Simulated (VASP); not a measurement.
# HfO2 (Pca2_1) in VASP: settings compared

One crystal, HfO2, is run at these levels: LDA, PBE; tasks: phonons.

Everything below comes from runs of VASP 6.6.1. Logs are shortened: lines on timing, memory, paths and dates and some standing lists are left out, and cuts for length are marked.

## Step 1: Starting point

Symmetry: Pca2_1, No. 29, orthorhombic system. Conventional cell: a = 5.160 Å, b = 4.959 Å, c = 4.979 Å, α = 90.00°, β = 90.00°, γ = 90.00°. Around Hf (site symmetry 1) lie 7 O at 2.01 to 2.20 Å. O (site symmetry 1) has 3 Hf at 2.01 to 2.12 Å as nearest neighbours. O (site symmetry 1) is surrounded by 4 Hf at 2.10 to 2.20 Å.

Measurements of this composition are mostly on another form, of space group No. 14.

## Step 2: Phonons, LDA

Contents of POSCAR:

```
HfO2
1.0
    5.1601136883      0.0000000000      0.0000000000
    0.0000000000      4.9594913321      0.0000000000
    0.0000000000      0.0000000000      4.9794143149
  Hf              O
     4     8
Direct
     0.0331340890162992    0.2682749849980742    0.2429484213898346
     0.4668659109837007    0.2682749849980742    0.7429484213898345
     0.5331340890162989    0.7317250150019259    0.2429484213898346
     0.9668659109837011    0.7317250150019259    0.7429484213898345
     0.3685098813396528    0.0730818275477556    0.3790277295664431
     0.1314901186603473    0.0730818275477556    0.8790277295664430
     0.7362782816075120    0.4583788841482727    0.4910238490437219
     0.7637217183924880    0.4583788841482727    0.9910238490437218
     0.2637217183924880    0.5416211158517272    0.9910238490437218
     0.2362782816075121    0.5416211158517272    0.4910238490437219
     0.8685098813396528    0.9269181724522444    0.3790277295664431
     0.6314901186603472    0.9269181724522444    0.8790277295664430
```

Contents of INCAR.step1:

```
SYSTEM = HfO2
PREC     = Accurate       ! precision mode
ENCUT    = 600            ! plane-wave cutoff, eV
EDIFF    = 1E-8           ! SCF threshold, eV
ISMEAR   = -1             ! smearing method
SIGMA    = 0.05           ! smearing width, eV
LREAL    = .FALSE.        ! projectors in reciprocal space
LASPH    = .TRUE.         ! aspherical terms in the spheres
NELM     = 100            ! most SCF steps
ALGO     = Fast           ! electronic algorithm
ISIF     = 3              ! what is computed and relaxed
LWAVE    = .FALSE.        ! write WAVECAR
LCHARG   = .FALSE.        ! write CHGCAR
GGA      = CA             ! functional
KPAR     = 8            
IBRION   = 2              ! ionic algorithm
NSW      = 40             ! ionic steps
EDIFFG   = -0.002         ! ionic threshold
```

Contents of INCAR.step2:

```
SYSTEM = HfO2
PREC     = Accurate       ! precision mode
ENCUT    = 600            ! plane-wave cutoff, eV
EDIFF    = 1E-8           ! SCF threshold, eV
ISMEAR   = -1             ! smearing method
SIGMA    = 0.05           ! smearing width, eV
LREAL    = .FALSE.        ! projectors in reciprocal space
LASPH    = .TRUE.         ! aspherical terms in the spheres
NELM     = 100            ! most SCF steps
ALGO     = Fast           ! electronic algorithm
ISIF     = 2              ! what is computed and relaxed
LWAVE    = .FALSE.        ! write WAVECAR
LCHARG   = .FALSE.        ! write CHGCAR
GGA      = CA             ! functional
KPAR     = 8            
IBRION   = 8              ! ionic algorithm
NSW      = 1              ! ionic steps
LEPSILON = .TRUE.         ! dielectric tensor by DFPT
```

Contents of KPOINTS:

```
regular mesh
0
G
  4 4 4
  0 0 0
```

Potentials or basis: VASP PAW LDA potentials, release 64 (Hf_pv, O).

Run with:

```sh
$ cat potpaw_LDA.64/Hf_pv/POTCAR potpaw_LDA.64/O/POTCAR > POTCAR
$ cp INCAR.step1 INCAR
$ mpirun -np 8 vasp_std > vasp.out
$ cp CONTCAR POSCAR
$ cp INCAR.step2 INCAR
$ mpirun -np 8 vasp_std > vasp.out
```

OUTCAR:

```text
SYSTEM = HfO2
   PREC = Accurate
   ENCUT = 600
   EDIFF = 1E-8
   ISMEAR = -1
   LREAL = .FALSE.
   LASPH = .TRUE.
   NELM = 100
   ISIF = 2
   GGA = CA
   IBRION = 8
   NSW = 1
   LEPSILON = .TRUE.

 ion  position               nearest neighbor table
   1  0.033  0.268  0.243-  11 2.01   8 2.10   5 2.10  10 2.11   6 2.12   7 2.18   9 2.20   2 3.35
                             2 3.35   4 3.41   4 3.41   3 3.46   3 3.46   4 3.66   4 3.66   3 3.71
   2  0.467  0.268  0.743-  12 2.01   7 2.10   6 2.10   9 2.11   5 2.12   8 2.18  10 2.20   1 3.35
                             1 3.35   3 3.41   3 3.41   4 3.46   4 3.46   3 3.66   3 3.66   4 3.71
   3  0.533  0.732  0.243-   5 2.01   9 2.10  11 2.10   7 2.11  12 2.12  10 2.18   8 2.20   4 3.35
                             4 3.35   2 3.41   2 3.41   1 3.46   1 3.46   2 3.66   2 3.66   1 3.71
   4  0.967  0.732  0.743-   6 2.01  10 2.10  12 2.10   8 2.11  11 2.12   9 2.18   7 2.20   3 3.35
                             3 3.35   1 3.41   1 3.41   2 3.46   2 3.46   1 3.66   1 3.66   2 3.71
   5  0.369  0.073  0.379-   3 2.01   1 2.10   2 2.12
   6  0.131  0.073  0.879-   4 2.01   2 2.10   1 2.12
   7  0.736  0.458  0.491-   2 2.10   3 2.11   1 2.18   4 2.20
   8  0.764  0.458  0.991-   1 2.10   4 2.11   2 2.18   3 2.20
   9  0.264  0.542  0.991-   3 2.10   2 2.11   4 2.18   1 2.20
  10  0.236  0.542  0.491-   4 2.10   1 2.11   3 2.18   2 2.20
  11  0.869  0.927  0.379-   1 2.01   3 2.10   4 2.12
  12  0.631  0.927  0.879-   2 2.01   4 2.10   3 2.12

  LATTYP: Found a simple orthorhombic cell.
 ALAT       =     4.9600101771
 B/A-ratio  =     1.0037141547
[... 1733 lines left out ...]
  4Z    -0.759939   -1.605323    7.319631    0.465243    1.518550   -5.158704    0.983049    0.995732    7.354296    0.713241   -2.191368  -21.851103    0.158099    0.253089   -0.224315    1.153945    2.075552    1.771293    0.413514    0.544973    2.032231   -1.371417   -1.727834    2.169347    0.065210   -0.122071    0.355025   -2.272992    1.303985    3.346079    0.837671   -1.088069    1.748754   -0.385624    0.042782    1.137467
  5X     2.202671   -1.449583    0.382192    2.416153   -0.324369    0.840432    1.468018   -2.627562   -1.158405   -1.069746   -0.441404    0.163347  -13.630570    6.107920   -1.074754    0.293761    0.194593    0.196507    1.511601    0.555914    0.292082    1.965312   -1.059266    0.796915   -0.734851    0.010320    0.243507   -0.442339   -1.504060   -0.464665    5.389415    0.916128    0.015095    0.630574   -0.378631   -0.232253
  5Y    -0.800390    1.704165   -0.041682   -0.519421    1.500687    1.088864   -2.625372    5.051258    2.073577    0.347945   -0.634401    0.255036    6.110624  -17.207985   -5.031262   -0.195124   -0.543393    0.185961    0.480225    1.683844   -0.167814   -1.118720    2.004804    0.499310    0.060845    1.304811    0.113371   -0.445113    6.100017    0.784522   -0.918049   -0.529343   -0.231637   -0.377450   -0.434466    0.471754
  5Z     1.050115   -0.300870    1.135858    0.029954    0.783060    1.746131   -1.023266    2.416475    1.764214    0.440509    0.072276   -0.220379   -1.076497   -5.028744  -10.560082   -0.197856    0.186757    3.773289    0.422650    0.764579   -0.998117    0.755067    0.436873    1.238974   -0.200653    0.192615    1.033916   -0.450305    0.712668   -0.529914    0.015323    0.231662   -0.578007    0.234959   -0.467351    2.194117
  6X     2.416153    0.324369   -0.840432    2.202671    1.449583   -0.382192   -1.069746    0.441404   -0.163347    1.468018    2.627562    1.158405    0.293761   -0.194593   -0.196507  -13.630570   -6.107920    1.074754    1.965312    1.059266   -0.796915    1.511601   -0.555914   -0.292082   -0.442339    1.504060    0.464665   -0.734851   -0.010320   -0.243507    0.630574    0.378631    0.232253    5.389415   -0.916128   -0.015095
  6Y     0.519421    1.500687    1.088864    0.800390    1.704165   -0.041682   -0.347945   -0.634401    0.255036    2.625372    5.051258    2.073577    0.195124   -0.543393    0.185961   -6.110624  -17.207985   -5.031262    1.118720    2.004804    0.499310   -0.480225    1.683844   -0.167814    0.445113    6.100017    0.784522   -0.060845    1.304811    0.113371    0.377450   -0.434466    0.471754    0.918049   -0.529343   -0.231637
[... 5 lines left out ...]
  8Y    -1.017762    1.069247   -1.314810    0.622876    0.585297    0.131791   -0.264135    0.490557    0.532827    1.561160    2.114280   -1.715358   -1.058753    2.008100    0.438844   -0.552213    1.685079    0.762994    0.155933   -1.357371   -0.035847    1.749080  -12.573005    2.410650    0.400183   -0.727798   -0.057173   -0.081197   -0.704295   -0.249784   -0.009617    1.305736   -0.191764   -1.505554    6.104174   -0.712370
  8Z     1.628628   -1.095102    3.336186    0.876828    0.486101    0.362184   -0.502584    0.050006    2.028480   -1.147629   -1.559964    2.176378    0.800081    0.495576    1.239928   -0.288241   -0.166018   -0.998158   -0.307798   -0.041039    8.598144   -1.622503    2.414789  -16.810151    0.018066    0.055656   -1.145837   -0.159753    0.256469    0.708861    0.241788   -0.109886    1.035528    0.463117   -0.786589   -0.531543
  9X     1.255227   -0.525429   -0.400773    2.957309   -1.734088   -1.376947    1.817936    1.233628    2.274955    0.933860    0.025497    0.057070   -0.732560    0.061109   -0.200211   -0.435481    0.444908    0.447214    0.680703    0.082431    0.165084    6.573395    0.399513    0.011841  -14.906566   -1.749276   -1.617247   -1.618836    0.162994    0.303078    1.966754    1.120099    0.757439    1.508261    0.478614   -0.421501
  9Y     0.264135    0.490557   -0.532827   -1.561160    2.114280    1.715358    1.017762    1.069247    1.314810   -0.622876    0.585297   -0.131791    0.009617    1.305736    0.191764    1.505554    6.104174    0.712370    0.081197   -0.704295    0.249784   -0.400183   -0.727798    0.057173   -1.749080  -12.573005   -2.410650   -0.155933   -1.357371    0.035847    1.058753    2.008100   -0.438844    0.552213    1.685079   -0.762994
  9Z    -0.502584   -0.050006    2.028480   -1.147629    1.559964    2.176378    1.628628    1.095102    3.336186    0.876828   -0.486101    0.362184    0.241788    0.109886    1.035528    0.463117    0.786589   -0.531543   -0.159753   -0.256469    0.708861    0.018066   -0.055656   -1.145837   -1.622503   -2.414789  -16.810151   -0.307798    0.041039    8.598144    0.800081   -0.495576    1.239928   -0.288241    0.166018   -0.998158
 10X     2.957309    1.734088    1.376947    1.255227    0.525429    0.400773    0.933860   -0.025497   -0.057070    1.817936   -1.233628   -2.274955   -0.435481   -0.444908   -0.447214   -0.732560   -0.061109    0.200211    6.573395   -0.399513   -0.011841    0.680703   -0.082431   -0.165084   -1.618836   -0.162994   -0.303078  -14.906566    1.749276    1.617247    1.508261   -0.478614    0.421501    1.966754   -1.120099   -0.757439
 10Y     1.561160    2.114280    1.715358   -0.264135    0.490557   -0.532827    0.622876    0.585297   -0.131791   -1.017762    1.069247    1.314810   -1.505554    6.104174    0.712370   -0.009617    1.305736    0.191764    0.400183   -0.727798    0.057173   -0.081197   -0.704295    0.249784    0.155933   -1.357371    0.035847    1.749080  -12.573005   -2.410650   -0.552213    1.685079   -0.762994   -1.058753    2.008100   -0.438844
 10Z     1.147629    1.559964    2.176378    0.502584   -0.050006    2.028480   -0.876828   -0.486101    0.362184   -1.628628    1.095102    3.336186   -0.463117    0.786589   -0.531543   -0.241788    0.109886    1.035528   -0.018066   -0.055656   -1.145837    0.159753   -0.256469    0.708861    0.307798    0.041039    8.598144    1.622503   -2.414789  -16.810151    0.288241    0.166018   -0.998158   -0.800081   -0.495576    1.239928
 11X     1.468018    2.627562   -1.158405   -1.069746    0.441404    0.163347    2.202671    1.449583    0.382192    2.416153    0.324369    0.840432    5.389415   -0.916128    0.015095    0.630574    0.378631   -0.232253   -0.442339    1.504060   -0.464665   -0.734851   -0.010320    0.243507    1.965312    1.059266    0.796915    1.511601   -0.555914    0.292082  -13.630570   -6.107920   -1.074754    0.293761   -0.194593    0.196507
 11Y     2.625372    5.051258   -2.073577   -0.347945   -0.634401   -0.255036    0.800390    1.704165    0.041682    0.519421    1.500687   -1.088864    0.918049   -0.529343    0.231637    0.377450   -0.434466   -0.471754    0.445113    6.100017   -0.784522   -0.060845    1.304811   -0.113371    1.118720    2.004804   -0.499310   -0.480225    1.683844    0.167814   -6.110624  -17.207985    5.031262    0.195124   -0.543393   -0.185961
 11Z    -1.023266   -2.416475    1.764214    0.440509   -0.072276   -0.220379    1.050115    0.300870    1.135858    0.029954   -0.783060    1.746131    0.015323   -0.231662   -0.578007    0.234959    0.467351    2.194117   -0.450305   -0.712668   -0.529914   -0.200653   -0.192615    1.033916    0.755067   -0.436873    1.238974    0.422650   -0.764579   -0.998117   -1.076497    5.028744  -10.560082   -0.197856   -0.186757    3.773289
 12X    -1.069746   -0.441404   -0.163347    1.468018   -2.627562    1.158405    2.416153   -0.324369   -0.840432    2.202671   -1.449583   -0.382192    0.630574   -0.378631    0.232253    5.389415    0.916128   -0.015095   -0.734851    0.010320   -0.243507   -0.442339   -1.504060    0.464665    1.511601    0.555914   -0.292082    1.965312   -1.059266   -0.796915    0.293761    0.194593   -0.196507  -13.630570    6.107920    1.074754
 12Y     0.347945   -0.634401   -0.255036   -2.625372    5.051258   -2.073577   -0.519421    1.500687   -1.088864   -0.800390    1.704165    0.041682   -0.377450   -0.434466   -0.471754   -0.918049   -0.529343    0.231637    0.060845    1.304811   -0.113371   -0.445113    6.100017   -0.784522    0.480225    1.683844    0.167814   -1.118720    2.004804   -0.499310   -0.195124   -0.543393   -0.185961    6.110624  -17.207985    5.031262
 12Z    -0.440509   -0.072276   -0.220379    1.023266   -2.416475    1.764214   -0.029954   -0.783060    1.746131   -1.050115    0.300870    1.135858   -0.234959    0.467351    2.194117   -0.015323   -0.231662   -0.578007    0.200653   -0.192615    1.033916    0.450305   -0.712668   -0.529914   -0.422650   -0.764579   -0.998117   -0.755067   -0.436873    1.238974    0.197856   -0.186757    3.773289    1.076497    5.028744  -10.560082

 Eigenvectors and eigenvalues of the dynamical matrix
   1 f  =   22.544560 THz   141.651646 2PiTHz  752.005566 cm-1    93.236765 meV
   2 f  =   21.208898 THz   133.259434 2PiTHz  707.452673 cm-1    87.712913 meV
   3 f  =   20.939060 THz   131.563996 2PiTHz  698.451872 cm-1    86.596956 meV
   4 f  =   20.218488 THz   127.036509 2PiTHz  674.416176 cm-1    83.616911 meV
   5 f  =   19.592127 THz   123.100966 2PiTHz  653.523018 cm-1    81.026491 meV
   6 f  =   18.510725 THz   116.306317 2PiTHz  617.451335 cm-1    76.554174 meV
[... 25 lines left out ...]
  32 f  =    3.939612 THz    24.753310 2PiTHz  131.411297 cm-1    16.292917 meV
  33 f  =    3.806252 THz    23.915384 2PiTHz  126.962884 cm-1    15.741384 meV
  34 f/i=    0.003876 THz     0.024354 2PiTHz    0.129293 cm-1     0.016030 meV
  35 f/i=    0.004372 THz     0.027473 2PiTHz    0.145849 cm-1     0.018083 meV
  36 f/i=    0.004973 THz     0.031244 2PiTHz    0.165869 cm-1     0.020565 meV

 MACROSCOPIC STATIC DIELECTRIC TENSOR IONIC CONTRIBUTION
 ------------------------------------------------------
          13.396185     0.000000     0.000000
           0.000000    17.290534    -0.000000
           0.000000    -0.000000    15.648509
 ------------------------------------------------------

 ELASTIC MODULI CONTR FROM IONIC RELAXATION (kBar)
 Direction    XX          YY          ZZ          XY          YZ          ZX
 --------------------------------------------------------------------------------
 XX        -454.6543   -142.4208   -246.9907     -0.0000     -0.0000     -0.0000
 YY        -142.4208   -821.7832   -341.4644     -0.0000     -0.0000      0.0000
 ZZ        -246.9907   -341.4644   -577.6419     -0.0000     -0.0000     -0.0000
 XY          -0.0000     -0.0000     -0.0000   -317.8438      0.0000     -0.0000
 YZ          -0.0000     -0.0000     -0.0000     -0.0000   -356.3416      0.0000
 ZX          -0.0000      0.0000     -0.0000     -0.0000      0.0000   -202.6359
 --------------------------------------------------------------------------------

 PIEZOELECTRIC TENSOR IONIC CONTR  for field in x, y, z        (C/m^2)
          XX          YY          ZZ          XY          YZ          ZX
  --------------------------------------------------------------------------------
  x    -0.00000    -0.00000    -0.00000     0.00000     0.00000     0.14356
  y     0.00000     0.00000     0.00000     0.00000     0.89406    -0.00000
  z    -0.77903    -0.99527    -2.19546    -0.00000     0.00000     0.00000
```

Run time: 17 min. Hardware: 8 MPI ranks of AMD EPYC 9R45 (Zen 5), shared host; peak memory 0.83 GiB.

What came out:

| Property | Result |
| --- | --- |
| Electronic dielectric tensor (diagonal) | 5.02, 5.26, 5.01 |
| Born charges (mean of the diagonal) | Hf +5.22; O -2.64, -2.57 e |
| Highest phonon frequency at Γ, LO-TO splitting left out | 752 cm⁻¹ |

Phonon frequencies in cm⁻¹ (negative: imaginary):
```
              q point                                                                                                                                frequencies
(0.000, 0.000, 0.000)  0 0 0 127 131 133 146 147 156 167 244 245 252 261 278 314 342 346 349 355 399 401 409 420 479 495 499 536 568 597 617 654 674 698 707 752
```

Electronic dielectric tensor:
```
5.02 0.00 0.00
0.00 5.26 0.00
0.00 0.00 5.01
```

Born effective charge tensors (e):
atom 1, Hf
```
 5.19 -0.02 -0.04
-0.37  5.48 -0.14
 0.04 -0.23  4.98
```
atom 2, Hf
```
 5.19  0.02  0.04
 0.37  5.48 -0.14
-0.04 -0.23  4.98
```
atom 3, Hf
```
 5.19  0.02 -0.04
 0.37  5.48  0.14
 0.04  0.23  4.98
```
atom 4, Hf
```
 5.19 -0.02  0.04
-0.37  5.48  0.14
-0.04  0.23  4.98
```
atom 5, O
```
-2.50  0.96 -0.32
 0.76 -2.95 -0.68
-0.32 -0.63 -2.48
```
atom 6, O
```
-2.50 -0.96  0.32
-0.76 -2.95 -0.68
 0.32 -0.63 -2.48
```
atom 7, O
```
-2.69 -0.14  0.26
-0.07 -2.53  0.16
 0.30  0.11 -2.50
```
atom 8, O
```
-2.69  0.14 -0.26
 0.07 -2.53  0.16
-0.30  0.11 -2.50
```
atom 9, O
```
-2.69 -0.14 -0.26
-0.07 -2.53 -0.16
-0.30 -0.11 -2.50
```
atom 10, O
```
-2.69  0.14  0.26
 0.07 -2.53 -0.16
 0.30 -0.11 -2.50
```
atom 11, O
```
-2.50 -0.96 -0.32
-0.76 -2.95  0.68
-0.32  0.63 -2.48
```
atom 12, O
```
-2.50  0.96  0.32
 0.76 -2.95  0.68
 0.32  0.63 -2.48
```

Spin-orbit coupling is left out, which matters for the levels of Hf.

(Part 1 of 2 ends here.)
